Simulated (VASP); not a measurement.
C:

```xyz
3
Lattice="2.6197 0.0000 0.0000 0.0000 2.6197 0.0000 0.0000 0.0000 2.6197" Properties=species:S:1:pos:R:3 pbc="T T T"
C     0.0000    1.3099    1.3099
C     1.3099    0.0000    1.3099
C     1.3099    1.3099    0.0000
```

The cell was built by a generator and needn't be a form met in nature.

| Property | Result |
| --- | --- |
| Program | VASP 6.6.1 |
| Task | relaxation of cell and atoms |
| Functional | RPBE |
| Potentials or basis | VASP PAW PBE potentials, release 64 (C) |
| Cutoff | 600 eV |
| k mesh | 10 × 10 × 10 |
| Occupations | fermi-dirac, width 0.05 eV |
| Spin | no spin polarisation |

At the start: pressure 7.7 GPa; volume 5.99 Å³/atom.

Q: How do energy, volume and symmetry change on relaxing?

A: Over 3 steps the energy falls by 6.2 meV/atom and the volume is 6.26 Å³/atom (+4.5 %); space group Pm-3m (No. 221, to 0.05 Å).

The path:
```tsv
step	energy change (eV)	largest force (eV/Å)	pressure (GPa)	volume (Å³)
1	0.0000	0.0000	7.75	17.98
2	-0.0185	0.0000	0.33	18.74
3	-0.0185	0.0000	-0.04	18.78
```

Final structure:
```
C
1.0
     2.65825    0.00000    0.00000
     0.00000    2.65825    0.00000
     0.00000    0.00000    2.65825
C
3
Direct
  0.00000 0.50000 0.50000
  0.50000 0.00000 0.50000
  0.50000 0.50000 0.00000
```

Caveat: the PAW data sets were made with another functional, which shifts forces and pressure a little.
